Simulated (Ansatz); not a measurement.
# H (I4/mmm), stationary points along a deformation path

The calculation used DFT PBE, scalar-relativistic, plane waves, PAW (Ansatz 0.2.0). Settings: plane waves to 420 eV, k-mesh 10×10×10 (Γ-centred), Gaussian smearing 0.05 eV. No spin polarisation. Energies are free energies at this smearing, counted from the undisturbed cell; pressure is positive in compression.

Zero of the scan (relaxed at this level; it needn't be the usual structure):

```xyz
2
Lattice="-1.8549 1.8549 2.2856 1.8549 -1.8549 2.2856 1.8549 1.8549 -2.2856" Properties=species:S:1:pos:R:3 pbc="T T T"
H     0.0000    0.0000    4.1958
H     0.0000    0.0000    0.3753
```

The cell holds molecules and no dispersion correction was added, so their binding is poorly described.

At fixed volume and fractional coordinates, lengths along (0.000, 0.000, 1.000) are scaled against those across it; ρ is that ratio over its starting value. V = 15.727 Å³/atom. Δσ is the stress along the axis less the mean stress across it (compression positive).

| ρ | ΔE (meV/atom) | Δσ (GPa) | space group |
| --- | --- | --- | --- |
| 0.800 | 117.4 | 16.71 | I4/mmm |
| 0.850 | 61.0 | 11.79 | I4/mmm |
| 0.920 | 15.6 | 5.80 | I4/mmm |
| 0.960 | 3.7 | 2.78 | I4/mmm |
| 1.000 | 0.0 | 0.02 | I4/mmm |
| 1.050 | 5.0 | -3.12 | I4/mmm |
| 1.100 | 18.9 | -5.96 | I4/mmm |
| 1.200 | 67.0 | -10.84 | I4/mmm |
| 1.300 | 134.5 | -14.88 | I4/mmm |

Q: How does the stress give the slope of the energy, and where is the energy stationary?

A: Along the path d ln(length) is 2/3 d ln ρ on the axis and −1/3 d ln ρ across it, so dE/d ln ρ = −(2/3) V Δσ: the energy falls with ρ where Δσ is positive. Δσ vanishes or changes sign at ρ = 1.000 (I4/mmm), a minimum at 0.0 meV/atom. Pairs of stationary points between two samples would go unseen, and could change a minimum read from distant neighbours into a maximum.

Q: Integrate that slope from ρ = 1 to 1.200 by the trapezoid rule.

A: With V/N in Å³ and 1 eV/Å³ = 160.2 GPa the slopes at ρ = 1.000, 1.050, 1.100, 1.200 are -1, 204, 390, 710 meV/atom per unit of ln ρ. The steps add 5.0 + 13.8 + 47.8 = 66.6 meV/atom, against 67.0 from the energies; the trapezoid rule misses the curvature of the slope within each step.

Forces appear on the atoms along this scan, and letting them relax would lower the energy and soften the response.

Cost: 9 runs of about 0.16 core-minutes in all, on Arm Neoverse V1 (shared hosts).